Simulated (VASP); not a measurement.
# Ti (Im-3m) in VASP: notebook

One crystal, Ti, is run at these levels: AM05+D4, revPBE+D4+U; tasks: electron localisation function, single point.

Program: VASP 6.6.1. These are calculated values, not measurements. Logs are shortened: lines on timing, memory, paths and dates and some standing lists are left out, and cuts for length are marked.

### Step 1. Starting point

The structure is cubic, space group Im-3m (No. 229). Conventional cell: a = 3.282 Å, b = 3.282 Å, c = 3.282 Å, α = 90.00°, β = 90.00°, γ = 90.00°. Ti (site symmetry m-3m) has 8 Ti at 2.84 Å as nearest neighbours.

This isn't the form of Ti at room conditions, which is hcp.

### Step 2. Electron localisation function, AM05+D4

The input, INCAR:

```
SYSTEM = Ti
PREC = Accurate
ENCUT = 520
EDIFF = 1E-6
ISMEAR = -1
SIGMA = 0.02
LREAL = .False.
LASPH = .True.
NELM = 60
ALGO = Normal
ISIF = 2
LWAVE = .False.
LCHARG = .True.
GGA = AM
IVDW = 13
LELF = .True.
```

The input, Ti.cif:

```cif
data_Ti
_cell_length_a 3.28200000
_cell_length_b 3.28200000
_cell_length_c 3.28200000
_cell_angle_alpha 90.00000000
_cell_angle_beta 90.00000000
_cell_angle_gamma 90.00000000
_space_group_name_H-M_alt 'Im-3m'
_space_group_name_Hall '-I 4 2 3'
_space_group_IT_number 229
loop_
_space_group_symop_operation_xyz
'x,y,z'
'-x,-y,-z'
'-y,x,z'
'y,-x,-z'
'-x,-y,z'
'x,y,-z'
'y,-x,z'
'-y,x,-z'
'x,-y,-z'
'-x,y,z'
'-y,-x,-z'
'y,x,z'
'-x,y,-z'
'x,-y,z'
'y,x,-z'
'-y,-x,z'
'z,x,y'
'-z,-x,-y'
'z,-y,x'
'-z,y,-x'
'z,-x,-y'
'-z,x,y'
'z,y,-x'
'-z,-y,x'
'-z,x,-y'
'z,-x,y'
'-z,-y,-x'
'z,y,x'
'-z,-x,y'
'z,x,-y'
'-z,y,x'
'z,-y,-x'
'y,z,x'
'-y,-z,-x'
'x,z,-y'
'-x,-z,y'
'-y,z,-x'
'y,-z,x'
'-x,z,y'
'x,-z,-y'
'-y,-z,x'
'y,z,-x'
'-x,-z,-y'
'x,z,y'
'y,-z,-x'
'-y,z,x'
'x,-z,y'
'-x,z,-y'
'x+1/2,y+1/2,z+1/2'
'-x+1/2,-y+1/2,-z+1/2'
'-y+1/2,x+1/2,z+1/2'
'y+1/2,-x+1/2,-z+1/2'
'-x+1/2,-y+1/2,z+1/2'
'x+1/2,y+1/2,-z+1/2'
'y+1/2,-x+1/2,z+1/2'
'-y+1/2,x+1/2,-z+1/2'
'x+1/2,-y+1/2,-z+1/2'
'-x+1/2,y+1/2,z+1/2'
'-y+1/2,-x+1/2,-z+1/2'
'y+1/2,x+1/2,z+1/2'
'-x+1/2,y+1/2,-z+1/2'
'x+1/2,-y+1/2,z+1/2'
'y+1/2,x+1/2,-z+1/2'
'-y+1/2,-x+1/2,z+1/2'
'z+1/2,x+1/2,y+1/2'
'-z+1/2,-x+1/2,-y+1/2'
'z+1/2,-y+1/2,x+1/2'
'-z+1/2,y+1/2,-x+1/2'
'z+1/2,-x+1/2,-y+1/2'
'-z+1/2,x+1/2,y+1/2'
'z+1/2,y+1/2,-x+1/2'
'-z+1/2,-y+1/2,x+1/2'
'-z+1/2,x+1/2,-y+1/2'
'z+1/2,-x+1/2,y+1/2'
'-z+1/2,-y+1/2,-x+1/2'
'z+1/2,y+1/2,x+1/2'
'-z+1/2,-x+1/2,y+1/2'
'z+1/2,x+1/2,-y+1/2'
'-z+1/2,y+1/2,x+1/2'
'z+1/2,-y+1/2,-x+1/2'
'y+1/2,z+1/2,x+1/2'
'-y+1/2,-z+1/2,-x+1/2'
'x+1/2,z+1/2,-y+1/2'
'-x+1/2,-z+1/2,y+1/2'
'-y+1/2,z+1/2,-x+1/2'
'y+1/2,-z+1/2,x+1/2'
'-x+1/2,z+1/2,y+1/2'
'x+1/2,-z+1/2,-y+1/2'
'-y+1/2,-z+1/2,x+1/2'
'y+1/2,z+1/2,-x+1/2'
'-x+1/2,-z+1/2,-y+1/2'
'x+1/2,z+1/2,y+1/2'
'y+1/2,-z+1/2,-x+1/2'
'-y+1/2,z+1/2,x+1/2'
'x+1/2,-z+1/2,y+1/2'
'-x+1/2,z+1/2,-y+1/2'
loop_
_atom_site_label
_atom_site_type_symbol
_atom_site_symmetry_multiplicity
_atom_site_Wyckoff_symbol
_atom_site_fract_x
_atom_site_fract_y
_atom_site_fract_z
_atom_site_occupancy
Ti1 Ti 2 a 0.0000000000 0.0000000000 0.0000000000 1
```

The input, KPOINTS:

```
regular mesh
0
Gamma
  8 8 8
  0 0 0
```

The input, POSCAR:

```
Ti
 1.0000000000000000
     3.2820000000000000    0.0000000000000000    0.0000000000000000
     0.0000000000000000    3.2820000000000000    0.0000000000000000
     0.0000000000000000    0.0000000000000000    3.2820000000000000
 Ti 
   2
Cartesian
  0.0000000000000000  0.0000000000000000  0.0000000000000000
  1.6410000000000000  1.6410000000000000  1.6410000000000000
```

Potentials or basis: VASP PAW PBE potentials, release 64 (Ti_pv).

On the command line:

```console
$ ase convert -i cif -o vasp Ti.cif POSCAR
$ cat potpaw_PBE.64/Ti_pv/POTCAR > POTCAR
$ mpirun -np 1 vasp_std > vasp.out
```

OUTCAR:

```text
SYSTEM = Ti
   PREC = Accurate
   ENCUT = 520
   EDIFF = 1E-6
   ISMEAR = -1
   LREAL = .False.
   LASPH = .True.
   NELM = 60
   ISIF = 2
   GGA = AM
   IVDW = 13

 ion  position               nearest neighbor table
   1  0.000  0.000  0.000-   2 2.84   2 2.84   2 2.84   2 2.84   2 2.84   2 2.84   2 2.84   2 2.84

   2  0.500  0.500  0.500-   1 2.84   1 2.84   1 2.84   1 2.84   1 2.84   1 2.84   1 2.84   1 2.84

  LATTYP: Found a simple cubic cell.
 ALAT       =     3.2820000000

  Lattice vectors:

 A1 = (   3.2820000000,   0.0000000000,   0.0000000000)
 A2 = (   0.0000000000,   3.2820000000,   0.0000000000)
 A3 = (   0.0000000000,   0.0000000000,   3.2820000000)

Analysis of symmetry for initial positions (statically):
=====================================================================
 Subroutine PRICEL returns following result:

  LATTYP: Found a body centered cubic cell.
 ALAT       =     3.2820000000

  Lattice vectors:

 A1 = (   1.6410000000,   1.6410000000,  -1.6410000000)
 A2 = (  -1.6410000000,   1.6410000000,   1.6410000000)
 A3 = (   1.6410000000,  -1.6410000000,   1.6410000000)

   2 primitive cells build up your supercell.

 Routine SETGRP: Setting up the symmetry group for a
 simple cubic supercell.

 Subroutine GETGRP returns: Found 48 space group operations
 (whereof 48 operations were pure point group operations)
 out of a pool of 48 trial point group operations.

The static configuration has the point symmetry O_h .

Analysis of symmetry for dynamics (positions and initial velocities):
=====================================================================
 Subroutine PRICEL returns following result:

  LATTYP: Found a body centered cubic cell.
 ALAT       =     3.2820000000

  Lattice vectors:

 A1 = (   1.6410000000,   1.6410000000,  -1.6410000000)
 A2 = (  -1.6410000000,   1.6410000000,   1.6410000000)
 A3 = (   1.6410000000,  -1.6410000000,   1.6410000000)

   2 primitive cells build up your supercell.

 Routine SETGRP: Setting up the symmetry group for a
 simple cubic supercell.

 Subroutine GETGRP returns: Found 48 space group operations
 (whereof 48 operations were pure point group operations)
 out of a pool of 48 trial point group operations.

The dynamic configuration has the point symmetry O_h .

 Subroutine INISYM returns: Found 48 space group operations
 (whereof 48 operations are pure point group operations),
 and found     2 'primitive' translations

----------------------------------------------------------------------------------------

                                     Primitive cell

  volume of cell :      17.6761

  direct lattice vectors                    reciprocal lattice vectors
     1.641000000  1.641000000 -1.641000000     0.304692261  0.304692261  0.000000000
    -1.641000000  1.641000000  1.641000000    -0.000000000  0.304692261  0.304692261
     1.641000000 -1.641000000  1.641000000     0.304692261  0.000000000  0.304692261

  length of vectors
     2.842295375  2.842295375  2.842295375     0.430899928  0.430899928  0.430899928

  position of ions in fractional coordinates (direct lattice)
     0.000000000  0.000000000  0.000000000

  ion indices of the primitive-cell ions
   primitive index   ion index
                 1           1

----------------------------------------------------------------------------------------

 KPOINTS: regular mesh

Automatic generation of k-mesh.
 Grid dimensions read from file:
 generate k-points for:    8    8    8

 Generating k-lattice:

  Cartesian coordinates                     Fractional coordinates (reciprocal lattice)
     0.038086533  0.000000000  0.000000000     0.125000000  0.000000000  0.000000000
     0.000000000  0.038086533  0.000000000     0.000000000  0.125000000  0.000000000
     0.000000000  0.000000000  0.038086533     0.000000000  0.000000000  0.125000000

  Length of vectors
     0.038086533  0.038086533  0.038086533

  Shift w.r.t. Gamma in fractional coordinates (k-lattice)
     0.000000000  0.000000000  0.000000000

 Subroutine IBZKPT returns following result:
 ===========================================

 Found     35 irreducible k-points:

 Following reciprocal coordinates:
            Coordinates               Weight
  0.000000  0.000000  0.000000      1.000000
  0.125000  0.000000  0.000000      6.000000
  0.250000  0.000000  0.000000      6.000000
  0.375000  0.000000  0.000000      6.000000
  0.500000  0.000000  0.000000      3.000000
  0.125000  0.125000  0.000000     12.000000
[... 16 lines left out ...]
  0.375000  0.375000  0.125000     24.000000
  0.500000  0.375000  0.125000     24.000000
 [... further k-points ...]
   k-points           NKPTS =     35   k-points in BZ     NKDIM =     35   number of bands    NBANDS=     14
   number of dos      NEDOS =    301   number of ions     NIONS =      2
   total plane-waves  NPLWV =  13824
   dimension x,y,z NGX =    24 NGY =   24 NGZ =   24
   dimension x,y,z NGXF=    48 NGYF=   48 NGZF=   48
   ions per type =               2
   NGX,Y,Z   is equivalent  to a cutoff of  12.16, 12.16, 12.16 a.u.
   NGXF,Y,Z  is equivalent  to a cutoff of  24.31, 24.31, 24.31 a.u.
 SYSTEM =  Ti
   PREC   = accura    normal or accurate (medium, high low for compatibility)
   ISTART =      0    job   : 0-new  1-cont  2-samecut
   ICHARG =      2    charge: 1-file 2-atom 10-const
   ISPIN  =      1    spin polarized calculation?
   LNONCOLLINEAR =      F non collinear calculations
   LSORBIT =      F    spin-orbit coupling
   LASPH  =      T    aspherical Exc in radial PAW
   ENCUT  =  520.0 eV  38.22 Ry    6.18 a.u.   6.10  6.10  6.10*2*pi/ulx,y,z
   NELM   =     60;   NELMIN=  2; NELMDL= -5     # of ELM steps
   EDIFF  = 0.1E-05   stopping-criterion for ELM
   LREAL  =      F    real-space projection
   EDIFFG = 0.1E-04   stopping-criterion for IOM
   NSW    =      0    number of steps for IOM
   IBRION =     -1    ionic relax: 0-MD 1-quasi-New 2-CG
   NFREE  =      0    steps in history (QN), initial steepest desc. (CG)
   ISIF   =      2    stress and relaxation
   ISYM   =      2    0-nonsym 1-usesym 2-fastsym
   POTIM  = 0.5000    time-step for ionic-motion
   TEBEG  =    0.0;   TEEND  =   0.0 temperature during run
   PSTRESS=    0.0 pullay stress
   NELECT =      20.0000    total number of electrons
   NUPDOWN=      -1.0000    fix difference up-down
   EMIN   =  10.00;   EMAX   =-10.00  energy-range for DOS
   EFERMI =   0.00;   METHOD = LEGACY
   ISMEAR =    -1;   SIGMA  =   0.02  broadening in eV -4-tet -1-fermi 0-gaus
   EFERMI_NEDOS =   21; number of points for ismear=-14 and -15
   IALGO  =     38    algorithm
   IMIX   =      4    mixing-type and parameters
     AMIX     =   0.40;   BMIX     =  1.00
     AMIX_MAG =   1.60;   BMIX_MAG =  1.00
  volume/ion in A,a.u.               =      17.68       119.28
  Fermi-wavevector in a.u.,A,eV,Ry     =   1.353982  2.558655 24.943119  1.833267
  Thomas-Fermi vector in A             =   2.481192
   LORBIT       =      0    0 simple, 1 ext, 2 COOP (PROOUT), +10 PAW based schemes
   GGA     = AM    functional components
   LHFCALC =     F    Hartree Fock is set to
   AEXX    =    0.0000 exact exchange contribution
   IVDW    =    13    specifies the selected vdW correction
   LEPSILON=     F    determine dielectric tensor
   LRPA    =     F    only Hartree local field effects (RPA)
 non-spin polarized calculation
  energy-cutoff  :      520.00
  volume of cell :       35.35
 maximum number of plane-waves:       968
   NGX = 13   NGY = 13   NGZ = 13

 number of electron      20.0000029 magnetization

 Free energy of the ion-electron system (eV)
  ---------------------------------------------------
  ext. energy  EPLUGINS =         0.00000000
  ---------------------------------------------------
  free energy    TOTEN  =       -15.91485527 eV

  energy without entropy =      -15.90945635  energy(sigma->0) =      -15.91215581

 E-fermi :   5.3871     XC(G=0): -11.4199

 val. band max:        5.3654922531   @ k =   0.5000   0.2500   0.2500
 cond. band min:       5.3876188665   @ k =   0.5000   0.2500   0.0000
 fundamental gap:      0.0221266133
 Fermi energy:         5.3871245767

 k-point     1 :       0.0000    0.0000    0.0000
  band No.  band energies     occupation
      1     -27.3260      2.00000
      2     -27.3260      2.00000
      3     -27.3260      2.00000
      4     -26.8836      2.00000
      5     -26.8836      2.00000
      6     -26.8836      2.00000
      7      -0.4771      2.00000
      8       3.3581      2.00000
      9       3.3581      2.00000
     10       6.3722      0.00000
     11       6.3722      0.00000
     12       6.3722      0.00000
     13       8.0965      0.00000
     14       8.0965      0.00000

 k-point     2 :       0.1250    0.0000    0.0000
  band No.  band energies     occupation
      1     -27.3265      2.00000
      2     -27.3082      2.00000
      3     -27.3082      2.00000
      4     -26.9188      2.00000
      5     -26.8994      2.00000
      6     -26.8994      2.00000
      7      -0.2149      2.00000
      8       3.4771      2.00000
      9       3.5044      2.00000
     10       6.3493      0.00000
[... 362 lines left out ...]
 k-point    24 :       0.5000    0.3750    0.1250
  band No.  band energies     occupation
      1     -27.4747      2.00000
      2     -27.4747      2.00000
      3     -27.1081      2.00000
      4     -27.1081      2.00000
      5     -26.9204      2.00000
      6     -26.9204      2.00000
      7       3.2648      2.00000
      8       3.2648      2.00000
      9       5.0706      2.00000
     10       5.0706      2.00000
     11       5.7892      0.00000
     12       5.7892      0.00000
     13       8.0015      0.00000
     14       8.0015      0.00000

 [... further k-points ...]

------------------------ aborting loop because EDIFF is reached ----------------------------------------

  DFT-D4 for vdW energy calculation

  Edisp (eV):   -0.23106

  FORCE on cell =-STRESS in cart. coord.  units (eV):
  Direction    XX          YY          ZZ          XY          YZ          ZX
  --------------------------------------------------------------------------------------
  -------------------------------------------------------------------------------------
  Total      -1.70007    -1.70007    -1.70007     0.00000     0.00000    -0.00000
  in kB     -77.04796   -77.04796   -77.04796     0.00000     0.00000    -0.00000
  external pressure =      -77.05 kB  Pullay stress =        0.00 kB

 VOLUME and BASIS-vectors are now :
 -----------------------------------------------------------------------------
  energy-cutoff  :      520.00
  volume of cell :       35.35
      direct lattice vectors                 reciprocal lattice vectors
     3.282000000  0.000000000  0.000000000     0.304692261  0.000000000  0.000000000
     0.000000000  3.282000000  0.000000000     0.000000000  0.304692261  0.000000000
     0.000000000  0.000000000  3.282000000     0.000000000  0.000000000  0.304692261

 POSITION                                       TOTAL-FORCE (eV/Angst)
 -----------------------------------------------------------------------------------
      0.00000      0.00000      0.00000        -0.000000     -0.000000     -0.000000
      1.64100      1.64100      1.64100         0.000000      0.000000      0.000000
 -----------------------------------------------------------------------------------
    total drift:                                0.000000      0.000000     -0.000000

  FREE ENERGIE OF THE ION-ELECTRON SYSTEM (eV)
  ---------------------------------------------------
  free  energy   TOTEN  =       -16.1459163487 eV

  energy  without entropy=      -16.1405174270  energy(sigma->0) =      -16.14321689
```

Run time: 10 s. Hardware: 1 thread of AMD EPYC 9R45 (Zen 5), shared host; peak memory 0.11 GiB.

Results:

```
Free energy                : -16.1459 eV
Pressure                   : -7.7 GPa
Band gap on the k mesh     : none (metal or under the smearing width)
Dispersion energy per atom : -0.116 eV
```

Caveat: the PAW data sets were made with another functional, which shifts forces and pressure a little; pairwise dispersion overbinds metals, which lowers pressure and volume.

### Step 3. Single point, revPBE+D4+U

The input, run.py:

```python
from ase.calculators.vasp import Vasp
from ase.dft.bandgap import bandgap
from ase.spacegroup import crystal

atoms = crystal(
    ['Ti'],
    basis=[[0.0, 0.0, 0.0]],
    spacegroup=229,
    setting=1,
    cellpar=[3.282, 3.282, 3.282, 90.0, 90.0, 90.0],
    primitive_cell=True,
)
calc = Vasp(
    directory='calc',
    xc='revpbe',
    pp='PBE',
    setups='recommended',
    prec='Accurate',
    encut=520,
    ediff=0.001,
    ismear=0,
    sigma=0.5,
    lreal=False,
    lasph=True,
    nelm=80,
    algo='Normal',
    isif=2,
    lwave=False,
    lcharg=False,
    lmaxmix=4,
    ldautype=2,
    ldauprint=1,
    ivdw=13,
    ldau_luj={'Ti': {'L': 2, 'U': 8, 'J': 0}},
    kpts=[11, 11, 11],
    gamma=True,
    nbands=12,
)
atoms.calc = calc

print('energy (eV):', atoms.get_potential_energy())
print('free energy (eV):', atoms.get_potential_energy(force_consistent=True))
print('forces (eV/A):')
print(atoms.get_forces())
print('stress (eV/A^3, Voigt):', atoms.get_stress())
print('Fermi level (eV):', calc.get_fermi_level())
gap, top, bottom = bandgap(calc)
print('band gap (eV):', gap, 'from (spin, k, band)', top, 'to', bottom)
```

Potentials or basis: VASP PAW PBE potentials, release 64 (Ti_sv).

On the command line:

```console
$ python run.py
```

Wall time 8.2 s (1 thread of AMD EPYC 9R45 (Zen 5), shared host); peak memory 0.11 GiB.

The run converged, but some of its settings lie outside the range that counts as converged (typed here: EDIFF = 0.001; ISMEAR = 0; SIGMA = 0.5), so its numbers aren't taken as properties of the crystal.

What came out:

```yaml
Free_energy: -2.1688 eV
Pressure: 16.0 GPa
Band_gap_on_the_k_mesh: none (metal or under the smearing width)
Dispersion_energy_per_atom: -0.301 eV
```

Caveat: the PAW data sets were made with another functional, which shifts forces and pressure a little; U without spin polarisation on a metal has little footing; pairwise dispersion overbinds metals, which lowers pressure and volume; the U is typed as a test and isn't derived for this compound.
